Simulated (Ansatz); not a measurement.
# BaF2: properties at the relaxed cell

An exercise on one series of results from a longer session: the logs are not shown, and one member is left open.

Method: DFT r2SCAN, scalar-relativistic, plane waves, PAW, in Ansatz 0.2.0.

1 further run of the same task is left out (set aside as unsound or not needed).

## The structure to begin with

It takes space group Fm-3m (No. 225, cubic). Conventional cell: a = 6.195 Å, b = 6.195 Å, c = 6.195 Å, α = 90.00°, β = 90.00°, γ = 90.00°. Ba (site symmetry m-3m) has 8 F at 2.68 Å as nearest neighbours. F (site symmetry -43m) has 4 Ba at 2.68 Å as nearest neighbours.

Coordinates:

```cif
data_structure
_symmetry_space_group_name_H-M 'Fm-3m'
_symmetry_Int_Tables_number 225
_cell_length_a 6.1947
_cell_length_b 6.1947
_cell_length_c 6.1947
_cell_angle_alpha 90.000
_cell_angle_beta 90.000
_cell_angle_gamma 90.000
_cell_volume 237.72
loop_
_atom_site_label
_atom_site_type_symbol
_atom_site_symmetry_multiplicity
_atom_site_Wyckoff_symbol
_atom_site_fract_x
_atom_site_fract_y
_atom_site_fract_z
_atom_site_occupancy
Ba1 Ba 4 a 0.00000 0.00000 0.00000 1
F1 F 8 c 0.25000 0.75000 0.75000 1
```

It is the result of an earlier relaxation at this level (volume 19.81 Å³/atom; gap on the mesh: 7.44 eV).

The first run:

The input, input.yaml:

```yaml
crystal:
  lattice:
    - [0.0, 3.0973610025, 3.0973610025]
    - [3.0973610025, 0.0, 3.0973610025]
    - [3.0973610025, 3.0973610025, 0.0]
  atoms:
    - { symbol: Ba, position: [0.0, 0.0, 0.0] }
    - { symbol: F, position: [0.25, 0.25, 0.25] }
    - { symbol: F, position: [0.75, 0.75, 0.75] }
basis:
  ecutwfc: 500
kpoints:
  mp_grid: { grid: [6, 6, 6] }
  band_path:
    path:
      - [[0.0, 0.0, 0.0], [0.5, 0.0, 0.5], [0.625, 0.25, 0.625]]
      - [[0.375, 0.375, 0.75], [0.0, 0.0, 0.0], [0.5, 0.5, 0.5], [0.5, 0.25, 0.75], [0.5, 0.0, 0.5]]
    npoints: 14
hamiltonian:
  xc: r2scan
scf:
  occupations: { method: gaussian, width: 0.02 }
  n_extra_bands: 7
output:
  forces: true
  stress: true
  eigenvalues: true
  populations: true
  dos: { projected: true, de: 0.02, nscf_kmesh: { grid: [9, 9, 9] } }
  bader: true
```

Command:

```sh
ansatz run input.yaml --threads 1 --pin off --max-ram 2560MiB --backend cpu --events-out ev --progress --plain --runs-dir out
```

Among the steps run: Electronic structure at the relaxed geometry; Seeking the band edges over the whole zone; Levels beside the edges; The cell as listed, for comparison; Optical spectrum; The cell scaled to 0.97 of its volume; Volume × 1.03; The cell scaled to 0.94 of its volume; The cell scaled to 1.06 of its volume; The cell scaled to 0.91 of its volume; Volume × 1.10; Point at V/V0 = 0.88.

One of the session's tables, all rows but one given; the rest of the session is left out.

It belongs to the step «Fit of the equation of state». 

```
volume (Å³/atom)  energy above the lowest point (meV/atom)  pressure (GPa)  gap on the mesh (eV)
          17.433                                      69.4           10.56                  7.97
          18.027                                      36.6            7.20                  7.85
          18.621                                      15.3            4.38                  7.71
          19.216                                       3.6            2.00                  7.57
          19.810                                       0.0            0.00                  7.44
          20.404                                       3.2           -1.68                  7.30
          20.999                                         ?               ?                     ?
          21.791                                      31.4           -4.65                  7.01
```

**Question.** Estimate the row for volume (Å³/atom) = 20.999.

Worked estimate for «energy above the lowest point (meV/atom)». A straight line through the neighbours (20.404, 3.2) and (21.791, 31.4) gives 3.2 + (31.4 − 3.2) × (20.999 − 20.404) / (21.791 − 20.404) = 15.3; a parabola fitted to 3 rows on both sides gives 11.7.

As computed: energy above the lowest point (meV/atom): 12.1; pressure (GPa): -3.10; gap on the mesh (eV): 7.18. In «energy above the lowest point (meV/atom)» the line misses by +3.2 and the parabola by -0.4.
